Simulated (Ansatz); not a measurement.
**Ansatz run, ZrS2**

The input, for Ansatz 0.2.0 (plane waves, PAW):

```yaml
crystal:
  lattice:
    - [3.67954141, 0.0, 0.0]
    - [-1.83977071, 3.18657409, 0.0]
    - [0.0, 0.0, 5.92983947]
  atoms:
    - { symbol: Zr, position: [0.0, 0.0, 0.0] }
    - { symbol: S, position: [0.33333, 0.66667, 0.2492] }
    - { symbol: S, position: [0.66667, 0.33333, 0.7508] }
  symmetry: { tolerance: 0.0003 }
kpoints:
  mp_grid: { grid: [8, 8, 5], shift: [0, 0, 0] }
  band_path:
    path:
      - [0.0, 0.0, 0.0]
      - [0.5, 0.0, 0.0]
      - [0.33333333, 0.33333333, 0.0]
      - [0.0, 0.0, 0.0]
      - [0.0, 0.0, 0.5]
      - [0.5, 0.0, 0.5]
      - [0.33333333, 0.33333333, 0.5]
      - [0.0, 0.0, 0.5]
      - [0.5, 0.0, 0.5]
      - [0.5, 0.0, 0.0]
      - [0.33333333, 0.33333333, 0.5]
    npoints: 6
magnetization:
  spin_polarized: false
scf:
  occupations: { method: fermi_dirac, width: 0.031 }
  lower_state_search: "off"
  max_iter: 200
hamiltonian:
  pseudopotentials: { kind: paw }
  xc: r2scan
basis:
  ecutwfc: 500
  fft_grid_basis: typed
output:
  forces: true
  stress: true
  eigenvalues: true
  bader: true
  populations: true
  elf: true
  write_potential: true
  volumetric_format: npy
  dos:
    e_range: [-12, 8]
    de: 0.05
    projected: { site_lists: { S: [S], Zr: [Zr] } }
checkpoint:
  read: saved_state
```

The run starts from an earlier solution of this cell. 

Parts of the output:

```
Warning: the atoms were moved onto the symmetric positions of the space group found under crystal.symmetry.tolerance 3.0e-4 (fractional; no operation is sought that the atoms, as they stand in a round, miss by more than twice it, and no atom is moved by as much as it), and the run uses the moved positions.
Pseudopotentials: kind: paw
Pseudopotential: Zr, paw, valence charge 12, recommended cutoff 500 eV (meta_gga), Zr.paw.azcp
Pseudopotential: S, paw, valence charge 6, recommended cutoff 500 eV (meta_gga), S.paw.azcp
Functional definition: r2SCAN
  exchange = r2scan_x(k0 = k0, k1 = k1, a1 = a1)
  correlation = r2scan_c
Crystal: 3 atoms, lattice volume = 69.528 Å³
Basis set: ecut = 500 eV, 1785 PW (Γ), exchange–correlation on 108×108×180 points (64 copies of the dense FFT grid, shifted against one another)
Bands: 16, of which v1, the nominal top of the filled ones, is band 12 counted from 1 (11 counted from 0)
Symmetry: 12 space group operations
Space group: P-3m1 (ITA 164), of the structure as read, at distance tolerance 1.2e-3 Å
k-points: 40 of 320
Initial density: read from a saved state, or passed on in memory by an earlier SCF of this step, an earlier step, the calling program or the single point that the run made first
Functional: x = r2scan, c = r2scan; τ floored in thin density (d = 2e-4 eV/Å³)
Free energy (F): -6012.0227 eV
Harris-Foulkes:  -6012.0227 eV  (|F-HF|=8.05e-9)
Internal energy: -6012.0227 eV  (E = F + TS)
E sigma→0 (E₀):  -6012.0227 eV
Fermi energy:    7.2285 eV
--- Per-component energies (eV) ---
  E_band       = -187.6026
  E_kinetic    = 543.8042
  E_local      = -1296.9944  (includes V_loc(G=0)·N_el)
  E_nonlocal   = 133.5004
  E_hartree    = 450.4902
  E_xc         = -339.7411
  E_vxc        = -400.3784  (∫ρ·V_xc dr)
  E_paw        = -4188.9152  (= ΣΔE_a)
  E_vpaw       = -89.6586  (= ΣTr[D̂ρ^β])
  E_aug_tail   = 0.0000  (compensation charges beyond the density's cutoff)
  E_vtau       = 21.1428  (kinetic-family band-sum trace: ∫τ·v_τ [+ j·A + Jᵃ·Aᵃ] dr)
  E_ewald      = -1313.7824
  E_core_change = -0.3843  (= ΣΔE_core)
  E_smearing   =  0.0000  (= −TS)
--- Forces (eV/Å), atoms counted from 1 ---
  atom   1  Zr     0.0000     0.0000     0.0000
  atom   2  S      0.0000     0.0000    -0.4664
  atom   3  S      0.0000     0.0000     0.4664
--- Stress (GPa, compression-positive) ---
       -1.0008       0.0000       0.0000
        0.0000      -1.0008       0.0000
        0.0000       0.0000      -2.1434
  P = ⅓ Tr σ = -1.3816 GPa (-13.816 kbar)
--- Löwdin populations: 3 sites ---
  site symbol       q [e]
     0     Zr     11.0868
     1      S      6.3874
     2      S      6.3874
  spilling = 0.0058 (of n_electrons = 24.0000)
```

Total energies depend on the potentials used, so only differences within one code and one set of settings carry meaning.

Origin: a database entry at a rescaled volume.
